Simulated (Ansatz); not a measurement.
The system is CdF2.

```
Cd F
1.0
     0.00000    2.69400    2.69400
     2.69400    0.00000    2.69400
     2.69400    2.69400    0.00000
Cd F
1 2
Direct
  0.00000 0.00000 0.00000
  0.75000 0.75000 0.75000
  0.25000 0.25000 0.25000
```

Base run:

* Program: Ansatz 0.2.0
* Functional: PBEsol
* Potentials or basis: all-electron LAPW, scalar-relativistic
* Cutoff: 293 eV
* Density cutoff: 1170 eV
* Basis error allowed: 0.002 eV/atom
* k mesh: 9 × 9 × 9
* Occupations: fermi-dirac, width 0.05 eV
* Spin: no spin polarisation

Its results: band gap on the k mesh 2.96 eV, indirect (least direct gap 3.42 eV); pressure -0.2 GPa.

Question: After a change of settings the same cell gave: band gap on the k mesh 3.12 eV, indirect (least direct gap 3.60 eV); pressure 5.4 GPa. Which change was it?
A. k mesh from 9 × 9 × 9 to 7 × 7 × 7
B. potentials or basis from all-electron LAPW, scalar-relativistic to all-electron PAW datasets made for the crystal
C. functional from PBEsol to PBE
D. basis error allowed from 0.002 eV/atom to 0.001 eV/atom

Answer: C.

PBE binds less tightly than PBEsol, so the same cell stands under more pressure.

Not every run made on this cell is shown here.
